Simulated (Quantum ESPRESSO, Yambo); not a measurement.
# Quasiparticle gap of CdSe (F-43m) in Yambo, part 2 of 3

How does a plane-wave GW calculation on CdSe (F-43m) run from the first input to the gap?

Quantum ESPRESSO 7.5 and Yambo 5.3.0; PBE and many-body steps on it, plane waves. Known limits of the many-body steps: not at the basis limit; coarse k mesh.

So far. Step 2 (Ground state): The gap is direct, at Γ. Step 3 (Bands along the symmetry lines): The gap is 0.524 eV, as in the run before at this level.

## Step 4: Empty states on the mesh, 4×4×4 mesh, 232 bands

Level of this step: DFT, PBE with spin-orbit coupling, plane waves, norm-conserving pseudopotentials (Quantum ESPRESSO).

The sums over transitions need many empty states on a uniform mesh; this step solves for them.

Contents of pw.in:

```
&control
  calculation = 'nscf'
  prefix = 'x'
  outdir = 'o'
  pseudo_dir = 'pseudo'
/
&system
  ibrav = 0
  nat = 2
  ntyp = 2
  ecutwfc = 104.0
  nbnd = 232
  force_symmorphic = .true.
  noncolin = .true.
  lspinorb = .true.
/
&electrons
  conv_thr = 1e-9
  electron_maxstep = 80
  diago_full_acc = .true.
  diago_thr_init = 5e-6
/
ATOMIC_SPECIES
  Cd 112.41 Cd.upf
  Se 78.971 Se.upf
CELL_PARAMETERS angstrom
  0.0000000000 3.0250000000 3.0250000000
  3.0250000000 0.0000000000 3.0250000000
  3.0250000000 3.0250000000 0.0000000000
ATOMIC_POSITIONS crystal
  Cd 0.0000000000 0.0000000000 0.0000000000
  Se 0.7500000000 0.7500000000 0.7500000000
K_POINTS automatic
  4 4 4 0 0 0
```

Command:

```console
$ OMP_NUM_THREADS=1 mpirun -n 4 pw.x -nk 4 -in pw.in > pw.out
```

What it wrote:

```text
[banner, memory and clock lines left out]
Program PWSCF v.7.5 starts

     Atomic positions and unit cell read from directory:
     o/x.save/

     Message from routine setup:
     using ibrav=0 with symmetry is DISCOURAGED, use correct ibrav instead

     G-vector sticks info

     bravais-lattice index     =            0
     lattice parameter (alat)  =       8.0842  a.u.
     unit-cell volume          =     373.5964 (a.u.)^3
     number of atoms/cell      =            2
     number of atomic types    =            2
     number of electrons       =        44.00
     number of Kohn-Sham states=          232
     kinetic-energy cutoff     =     104.0000  Ry
     charge density cutoff     =     416.0000  Ry
     Exchange-correlation= PBE
                           (   1   4   3   4   0   0   0)
     Non magnetic calculation with spin-orbit

     celldm(1)=   8.084241  celldm(2)=   0.000000  celldm(3)=   0.000000
     celldm(4)=   0.000000  celldm(5)=   0.000000  celldm(6)=   0.000000

     crystal axes: (cart. coord. in units of alat)
               a(1) = (   0.000000   0.707107   0.707107 )
               a(2) = (   0.707107   0.000000   0.707107 )
               a(3) = (   0.707107   0.707107   0.000000 )

     reciprocal axes: (cart. coord. in units 2 pi/alat)
               b(1) = ( -0.707107  0.707107  0.707107 )
               b(2) = (  0.707107 -0.707107  0.707107 )
               b(3) = (  0.707107  0.707107 -0.707107 )
     Pseudo is Norm-conserving + core correction, Zval = 20.0
     Generated using ONCVPSP code by D. R. Hamann
     Using radial grid of 1368 points, 10 beta functions with:
     Pseudo is Norm-conserving + core correction, Zval = 24.0
     Generated using ONCVPSP code by D. R. Hamann
     Using radial grid of 1214 points, 10 beta functions with:
     Cd               20.00   112.41000     Cd( 1.00)
     Se               24.00    78.97100     Se( 1.00)

     24 Sym. Ops. (no inversion) found

   Cartesian axes

     site n.     atom                  positions (alat units)
         1        Cd     tau(   1) = (   0.0000000   0.0000000   0.0000000  )
         2        Se     tau(   2) = (   1.0606602   1.0606602   1.0606602  )

     number of k points=     8
                       cart. coord. in units 2pi/alat
        k(    1) = (   0.0000000   0.0000000   0.0000000), wk =   0.0156250
        k(    2) = (   0.1767767   0.1767767  -0.1767767), wk =   0.1250000
        k(    3) = (  -0.3535534  -0.3535534   0.3535534), wk =   0.0625000
[...]
k(    7) = (  -0.7071068   0.0000000   0.0000000), wk =   0.0468750
        k(    8) = (  -0.7071068   0.3535534   0.0000000), wk =   0.0937500

     Dense  grid:    53497 G-vectors     FFT dimensions: (  54,  54,  54)

     The potential is recalculated from file :
     o/x.save/charge-density

     Starting wfcs are   46 randomized atomic wfcs +  186 random wfcs

     Band Structure Calculation

     End of band structure calculation

          k = 0.0000 0.0000 0.0000 (  6735 PWs)   bands (ev):

  -198.6355-198.6355-142.1088-142.1088-136.2373-136.2373-136.2373-136.2373
   -93.3038 -93.3038 -58.4140 -58.4140 -52.5967 -52.5967 -52.5967 -52.5967
   -38.8828 -38.8828 -38.8828 -38.8828 -37.9907 -37.9907 -37.9883 -37.9883
   -37.9883 -37.9883  -4.3362  -4.3362   0.0915   0.0915   0.0915   0.0915
[...]
[... 17 further rows ...]
[...]
k = 0.1768 0.1768-0.1768 (  6684 PWs)   bands (ev):

  -198.6355-198.6355-142.1088-142.1088-136.2373-136.2373-136.2373-136.2373
[...]
[... 17 further rows ...]
[...]
k =-0.3536-0.3536 0.3536 (  6658 PWs)   bands (ev):

  -198.6355-198.6355-142.1088-142.1088-136.2373-136.2373-136.2373-136.2373
[...]
[... 17 further rows ...]
    81.0656  81.0656  81.8337  81.8337  82.8385  82.8385  83.7041  83.7041
    83.8293  83.8293  83.8327  83.8327  84.4214  84.4214  84.4408  84.4408

          k = 0.3536 0.0000 0.0000 (  6715 PWs)   bands (ev):

     [... further k-points ...]

     highest occupied, lowest unoccupied level (ev):     8.4651    8.9894

     XML data file, pseudopotentials, collected wavefunctions
```

Elapsed: 95 s, on 4 MPI ranks of Arm Neoverse V1, shared host; peak memory 1.3 GiB; 6.3 min of CPU time.

This step gave:

```
gap                                                           : 0.5242 eV
k of the valence top                                          : 0, 0, 0
k of the conduction bottom                                    : 0, 0, 0
least direct gap                                              : 0.5242 eV
k points computed                                             : 8
lowest point of the top converged band, above the valence top : 75.2903 eV
```

On this mesh the gap is 0.524 eV.

## Step 5: Conversion and set-up

This step: Yambo 5.3.0; conversion and set-up on PBE with spin-orbit coupling, plane waves, norm-conserving pseudopotentials.

The states are converted to the many-body program's format and the q mesh is built.

Command:

```console
$ (cd o/x.save; p2y > p2y.log; mv SAVE ../..); yambo > setup.log
```

What it wrote:

```text
 Yambo, version 5.3.0

 [02] CORE Variables Setup
 =========================

  [02.01] Unit cells
  ==================

  Cell kind             :  FCC
  Atoms in the cell     :  Cd  Se
  number of Cd atoms    :  1
  number of Se atoms    :  1

  List of atomic masses
  Mass of Cd    :  112.4100
  Mass of Se    :  78.97100

  List of atomic coordinates    : [cc]
  Cd1       :  0.000000  0.000000  0.000000  order 1
  Se1       :  8.574632  8.574632  8.574632  order 2

  Alat factors          :  5.716422  5.716422  5.716422 [a.u.]
  Direct lattice volume :  373.5964 [a.u.]
  Direct lattice vectors:  A[ 1 ]  A[ 2 ]  A[ 3 ]
   A[ 1 ]:  0.000000  1.000000  1.000000  [iru]
   0.000000  5.716422  5.716422  [cc]
   A[ 2 ]:  1.000000  0.000000  1.000000  [iru]
   5.716422  0.000000  5.716422  [cc]
   A[ 3 ]:  1.000000  1.000000  0.000000  [iru]
   5.716422  5.716422  0.000000  [cc]

  Recip. lattice volume :  0.663952 [a.u.]
  Recip. lattice vectors:  B[ 1 ]  B[ 2 ]  B[ 3 ]
   B[ 1 ]: -0.500000  0.500000  0.500000  [iku]
  -0.549573  0.549573  0.549573  [cc]
   B[ 2 ]:  0.500000 -0.500000  0.500000  [iku]
   0.549573 -0.549573  0.549573  [cc]
   B[ 3 ]:  0.500000  0.500000 -0.500000  [iku]
   0.549573  0.549573 -0.549573  [cc]

  [02.02] Symmetries
  ==================

  Inversion symmetry    : yes
  Spatial inversion     : no
  Inversion index       :  25
  K-space Time-reversal : yes
  Magnetic symmetries   : no
  Time-reversal derived K-space symmetries:   25   48
  Group table correct   : yes
  Symmetries units      :  [cc]

   [S  1]:   1.0000     -0.30397E-16 -0.30397E-16 -0.30397E-16   1.0000      0.30397E-16  0.30397E-16  0.30397E-16   1.0000
   [S  2]:  -1.0000      0.30397E-16 -0.30397E-16  0.30397E-16  -1.0000      0.30397E-16 -0.30397E-16 -0.30397E-16   1.0000
   [S  3]:  -1.0000     -0.30397E-16  0.30397E-16  0.30397E-16   1.0000     -0.30397E-16 -0.30397E-16  0.30397E-16  -1.0000
[...]
[S  9]: -0.30397E-16   1.0000     -0.30397E-16  0.30397E-16 -0.30397E-16   1.0000       1.0000      0.30397E-16  0.30397E-16
   [S 10]: -0.30397E-16  -1.0000      0.30397E-16  0.30397E-16  0.30397E-16  -1.0000       1.0000     -0.30397E-16 -0.30397E-16
     [... 36 further rows ...]
   [S*47]:   1.0000     -0.30397E-16  0.30397E-16 -0.30397E-16  0.30397E-16  -1.0000      0.30397E-16   1.0000     -0.30397E-16
   [S*48]:   1.0000      0.30397E-16 -0.30397E-16 -0.30397E-16 -0.30397E-16   1.0000      0.30397E-16  -1.0000      0.30397E-16

  [02.03] Reciprocal space
  ========================

  nG shells         :   462
  nG charge         :   53497
  nG WFs            :   7773
  nC WFs            :   6735
  G-vecs. in first 46 shells:  [ Number ]
     1    9   15   27   51   59   65   89  113
    137   169   181   229   259   283   307   331   339
    387   411   459   531   537   561   609   645   701
[...]
1639
  ...
[...]
K/Q-points units:
  rlu = crystal or reduced units; cc = cartesian coordinates; iku = interal k-units

  K [1]          [rlu]:  0.000000  0.000000  0.000000
         WF components:   6735
  K [2]          [rlu]: -0.11418E-16 -0.11418E-16  0.25000
         WF components:   6684
  K [3]          [rlu]:  0.22836E-16  0.22836E-16 -0.50000
         WF components:   6658
  K [4]          [rlu]: -0.77583E-17  0.25000      0.25000
         WF components:   6715
  K [5]          [rlu]:  0.90027E-17  0.25000     -0.50000
         WF components:   6712
  [... 2 further k-points ...]
  K [8]          [rlu]:  0.250000 -0.500000 -0.250000
         WF components:   6688

  [02.05] Energies & Occupations
  ==============================

  [X] === General ===
  [X] Electronic Temperature                        :  0.000000  0.000000 [eV K]
  [X] Bosonic    Temperature                        :  0.000000  0.000000 [eV K]
  [X] Finite Temperature mode                       : no
  [X] El. density                                   :  0.79478E+24 [cm-3]
  [X] Fermi Level                                   :  8.465145 [eV]

  [X] === Gaps and Widths ===
  [X] Conduction Band Min                           :  0.524233 [eV]
  [X] Valence Band Max                              :  0.000000 [eV]
  [X] Filled Bands                                  :   44
  [X] Empty Bands                                   :   45  232
  [X] Direct Gap                                    :  0.524233 [eV]
  [X] Direct Gap localized at k                     :  1
  [X] Indirect Gap                                  :  0.524233 [eV]
  [X] Indirect Gap between kpts                     :  1  1
  [X] Last valence band width                       :  2.349629 [eV]
  [X] 1st conduction band width                     :  4.353325 [eV]

  E @ K [1]:  [eV]
  -207.1006 -207.1006 -150.5740 -150.5740 -144.7024 -144.7024 -144.7024 -144.7024
  -101.7689 -101.7689  -66.8792  -66.8792  -61.0618  -61.0618  -61.0618  -61.0618
  -47.34794 -47.34794 -47.34794 -47.34794 -46.45583 -46.45583 -46.45347 -46.45347
[...]
occ @ K [1]
[...]
E @ K [2]:  [eV]
[...]
occ @ K [2]
[...]
E @ K [3]:  [eV]
[...]
occ @ K [3]
[...]
E @ K [4]:  [eV]
[...]
occ @ K [4]
[...]
E @ K [5]:  [eV]
[...]
occ @ K [5]
[...]
[... 2 further k-points ...]
  E @ K [8]:  [eV]
[...]
occ @ K [8]
[...]
0.000000  0.000000  0.000000  0.000000  0.000000  0.000000  0.000000  0.000000
   0.000000  0.000000  0.000000  0.000000  0.000000  0.000000  0.000000  0.000000

 [03] Transferred momenta grid and indexing
 ==========================================

 IBZ Q-points                                      :   8
 BZ  Q-points                                      :   64

 K/Q-points units:
 rlu = crystal or reduced units; cc = cartesian coordinates; iku = interal k-units

 Q [1]          [rlu]:  0.000000  0.000000  0.000000
 Q [2]          [rlu]: -0.89146E-17 -0.89146E-17  0.25000
 Q [3]          [rlu]:  0.17829E-16  0.17829E-16 -0.50000
[...]
Q [7]          [rlu]:  0.66020E-16 -0.50000     -0.50000
 Q [8]          [rlu]:  0.250000 -0.500000 -0.250000

  [03.01] X indexes
  =================

   [03.01.01] Sigma indexes
   ========================

 [06] Game Over & Game summary
```

Elapsed: 3.8 s, on 1 MPI rank; peak memory 0.27 GiB.

(Part 2 of 3 ends here.)

[Paths, hosts, dates, memory and timing lines, banners, echoed tables and standing remarks are left out of the program output.]

[Logs are printed without paths, hosts, clocks, repeated set-up lines and the standing remarks that a program may print on its own settings, such as how far it seeks lower states.]

[Runs of the session that timed out or met a known fault of the program may be left out.]

[Hosts, paths, dates, database ids (printed as entryN), source tags and the programs' standing remarks are cut or masked in the printed files.]
